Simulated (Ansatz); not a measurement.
# AlP: from supercell energies to defect levels (H interstitial)

All numbers below come from DFT PBE, scalar-relativistic, plane waves, PAW in Ansatz. (420 eV cutoff, 2×2×2 k-mesh, shifted by half a step, Gaussian smearing of 0.01 eV, collinear spin in charge 0 alone)

Host crystal, relaxed:

```xyz
2
Lattice="0.0000 2.7537 2.7537 2.7537 0.0000 2.7537 2.7537 2.7537 0.0000" Properties=species:S:1:pos:R:3 pbc="T T T"
Al    0.0000    0.0000    0.0000
P     4.1305    4.1305    4.1305
```

The H interstitial was set at (0.500, 0.500, 0.500) of the host cell, in a supercell of 32 sites (668 Å³), relaxed at fixed cell in each charge q. The host's Kohn–Sham gap is 1.63 eV and its static dielectric constant 10.4 (mean). For each charge: the supercell's free energy over the neutral one with q electrons exchanged at the valence band top, F(q) − F(0) + qE_v; the image-charge term; and the term that aligns the potential far from the defect with the host's.

| q | F(q) − F(0) + qE_v (eV) | image charge (eV) | alignment (eV) |
| --- | --- | --- | --- |
| +1 | -0.483 | 0.229 | -0.010 |
| 0 | 0.000 | 0.000 | 0.000 |
| -1 | 1.412 | 0.229 | -0.100 |

Task: Add the terms and find the levels between neighbouring charges, ε(q/q′) = [A(q′) − A(q)]/(q − q′), with and without the two corrections.

Result: A(q): -0.264 eV for +1, 0.000 eV for 0, 1.541 eV for -1.
| level | corrected (eV over E_v) | uncorrected (eV) |
| --- | --- | --- |
| (+1/0) | 0.26 | 0.48 |
| (0/-1) | 1.54 | 1.41 |

As a check, a point charge in a simple cubic cell of this volume has q²αe²/(2εL) = 0.225 q² eV (e² = 14.40 eV Å, α = 2.837, L = 8.74 Å); the shape of the real cell can change it somewhat. The term grows as q², so it pushes donor levels down and acceptor levels up. The program doubts the alignment for q = +1, -1, so levels beside it are uncertain by about that term.

Task: Which of these charges is lowest with the Fermi level at the valence band top, at mid-gap and at the conduction band bottom?

Result: The line A(q) + qE_F that lies lowest gives the charge: +1 at E_F = 0.00 eV, 0 at E_F = 0.82 eV, -1 at E_F = 1.63 eV. Without the alignment that the program doubts, the level (0/-1) would lie at 1.64 eV, outside the gap, so these runs don't decide whether the defect changes charge there. Charges beyond those computed could lie lower near the band edges.

Task: The neutral defect forms at 2.26 eV with atoms taken from and returned to the elements. What are the formation energies at those three Fermi levels, and what share of sites would hold the defect at 1200 K with E_F at mid-gap, if the host still stood at that temperature?

Result: E_f = E_f(0) + A(q) + qE_F = 2.00, 2.26, 2.17 eV. In the dilute limit the share is exp(−E_f/k_BT) = exp(−2.259/0.1034) = 3.3×10⁻¹⁰, leaving out degeneracy and vibrational entropy. This is the H-rich limit; a poorer supply of H, or a competing compound of it, raises E_f. The small cell and the narrow Kohn–Sham gap leave errors of tenths of an eV or more, which change the share by orders of magnitude.